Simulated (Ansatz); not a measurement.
# Hf3HCN3: the cost of one run

Method: DFT PBEsol, scalar-relativistic, plane waves, PAW, in Ansatz 0.2.0.

7 further runs of the same task are left out: 4 that didn't finish, 3 set aside as unsound or not needed.

### Step 1. The starting structure

Symmetry: P3m1, No. 156, trigonal system. The conventional cell has a = 3.183 Å, b = 3.183 Å, c = 23.497 Å, α = 90.00°, β = 90.00°, γ = 120.00°. Around N (site symmetry 3m) lie 3 Hf at 2.25 Å. Around Hf (site symmetry 3m) lie 6 N at 2.25 Å. Around N (site symmetry 3m) lie 6 Hf at 2.25 to 2.28 Å. Hf (site symmetry 3m) is surrounded by 6 N at 2.23 to 2.28 Å. N (site symmetry 3m) has 6 Hf at 2.23 to 2.24 Å as nearest neighbours. Around Hf (site symmetry 3m) lie 3 N at 2.24 Å.

As a file:

```cif
data_structure
_symmetry_space_group_name_H-M 'P3m1'
_symmetry_Int_Tables_number 156
_cell_length_a 3.1831
_cell_length_b 3.1831
_cell_length_c 23.4974
_cell_angle_alpha 90.000
_cell_angle_beta 90.000
_cell_angle_gamma 120.000
_cell_volume 206.18
loop_
_atom_site_label
_atom_site_type_symbol
_atom_site_symmetry_multiplicity
_atom_site_Wyckoff_symbol
_atom_site_fract_x
_atom_site_fract_y
_atom_site_fract_z
_atom_site_occupancy
N1 N 1 b 0.33333 0.66667 0.36174 1
Hf1 Hf 1 c 0.66667 0.33333 0.41705 1
N2 N 1 a 0.00000 0.00000 0.47235 1
Hf2 Hf 1 b 0.33333 0.66667 0.52956 1
N3 N 1 c 0.66667 0.33333 0.58295 1
Hf3 Hf 1 a 0.00000 0.00000 0.63746 1
```

Miller indices refer to the conventional cell of the relaxed bulk, Fm-3m (No. 225): a = 4.502 Å, b = 4.502 Å, c = 4.502 Å, α = 90.00°, β = 90.00°, γ = 90.00°.

This (111) slab, 6.5 Å thick as cut, with 17 Å of vacuum; its outer planes are Hf (top) and N (bottom), was relaxed beforehand with its lower half held: -47935.6575 eV, work function 4.63 eV (top face), 8.42 eV (bottom face), dipole along +c 0.183 e·Å per cell.

### Step 2. CH at the top (Hf) site

input.yaml

```yaml
crystal:
  lattice:
    - [3.1830776025, 0.0, 0.0]
    - [-1.5915388013, 2.756626066, 0.0]
    - [0.0, 0.0, 26.5974299482]
  atoms:
    - { symbol: "N", position: [0.3333333333, 0.6666666667, 0.3195797495] }
    - { symbol: Hf, position: [0.6666666667, 0.3333333333, 0.3684373268] }
    - { symbol: "N", position: [0.0, 0.0, 0.4172949041] }
    - { symbol: Hf, position: [0.3333333333, 0.6666666667, 0.4678392524] }
    - { symbol: "N", position: [0.6666666667, 0.3333333333, 0.5150057714] }
    - { symbol: Hf, position: [0.0, 0.0, 0.5631601084] }
    - { symbol: C, position: [0.0, 0.0, 0.6579061048] }
    - { symbol: H, position: [0.0, 0.0, 0.6992634841] }
basis:
  ecutwfc: 420
kpoints:
  mp_grid: { grid: [9, 9, 1] }
hamiltonian:
  xc: pbesol
scf:
  occupations: { method: gaussian, width: 0.1 }
output:
  forces: true
  eigenvalues: true
  write_density: true
  write_potential: true
  elf: true
  volumetric_format: npy
relax:
  adjacent_minimum: "off"
  f_tol: 0.03
  max_steps: 70
  constraints: [{ sites: [0, 1, 2] }]
efield:
  axis: 3
  dipole_correction: true
  ramp_width: 0.04
```

On the command line:

```sh
> ansatz run input.yaml --threads 1 --pin off --max-ram 2560MiB --backend cpu --events-out ev --progress --plain --runs-dir out
```

**Question.** How long does this run take on 1 thread of Intel Xeon at 2.70GHz, shared host, and how much memory does it need?

About 2.2 min, with a peak of 0.54 GiB.
